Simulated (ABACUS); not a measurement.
A run of ABACUS 3.10.1 is set up as follows.

INPUT

```
INPUT_PARAMETERS
suffix              InAs
calculation         scf
basis_type          pw
pseudo_dir          ./
symmetry            1
dft_functional      GGA_X_B88+GGA_C_P86
ecutwfc             84
pseudo_rcut         10
nspin               1
nbands              24
ks_solver           dav
smearing_method     fd
smearing_sigma      0.00367493
scf_thr             1e-08
scf_nmax            100
mixing_type         broyden
mixing_beta         0.7
cal_force           1
cal_stress          1
out_chg             1
kpar                4
```

File STRU:

```
ATOMIC_SPECIES
In 114.8180 In.upf
As 74.9216 As.upf

LATTICE_CONSTANT
1.8897261246

LATTICE_VECTORS
0.0000000000 3.0180000000 3.0180000000
3.0180000000 0.0000000000 3.0180000000
3.0180000000 3.0180000000 0.0000000000

ATOMIC_POSITIONS
Direct

In
0.0
1
0.0000000000 0.0000000000 0.0000000000 1 1 1

As
0.0
1
0.7500000000 0.7500000000 0.7500000000 1 1 1
```

The input KPT:

```
K_POINTS
0
Gamma
6 6 6 0 0 0
```

Potentials or basis: PseudoDojo NC SR 0.5 PBE standard, plane waves.

Command:

```sh
$ OMP_NUM_THREADS=1 mpirun -np 4 abacus > log
```

Predict the pressure.

4.6 GPa.

Predict the band gap on the k mesh.

none (metal or under the smearing width).

Caveat: the potentials were made for another functional, which shifts forces and pressure; this crystal is a semiconductor, whose small gap the functional closes, so the metal is an error of the method.

**Experimental background.**

From a printed reference work, data compilation, for a bulk crystal of InAs at 4.2 K: band gap 0.418 eV (direct).

Against the measured gap of InAs, 0.418 eV (direct; 4.2 K; a printed reference work, data compilation), the calculated 0.00 eV is off by -0.42 eV. Spin-orbit coupling on As, In is left out. The value is that of BP86 on a finite k mesh, which can miss the band edges, without temperature or zero-point motion.
